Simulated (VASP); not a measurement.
Runs of VASP 6.6.1 on SnO2. The structure is monoclinic, space group P2_1/c (No. 14). Conventional cell: a = 3.225 Å, b = 4.768 Å, c = 5.512 Å, α = 90.00°, β = 120.50°, γ = 90.00°. Around Sn (site symmetry -1) lie 6 O at 2.04 to 2.11 Å. O (site symmetry 1) is surrounded by 3 Sn at 2.04 to 2.11 Å. The cell comes from a database or a generator and needn't be the stable form of this composition.

```tsv
task	cell	cutoff (eV)	gap on the mesh (eV)	pressure (GPa)	largest force (eV/Å)
single point	P2_1/c, 12.17 Å³/atom	520	0.86	0.7	0.01
single point	P4_2/mnm, 12.17 Å³/atom	520	0.91	0.7	0.01
relaxation of cell and atoms	relaxed	600	(a)	0.0	-
single point	the same crystal in its conventional cell	520	0.91	0.7	0.01
```

Alike in all rows: level PBEsol; potentials or basis VASP PAW PBE potentials, release 64 (Sn_d, O); no spin polarisation; k mesh 6 × 6 × 8; smearing gaussian 0.02 eV.

Q: Estimate the missing entries.

A: (a) 0.89.

Caveats: the PAW data sets were made with another functional, which shifts forces and pressure a little; spin-orbit coupling is left out, which moves the levels of the heavy elements.

A k mesh can miss the band edges, and the runs leave out spin-orbit coupling on Sn.
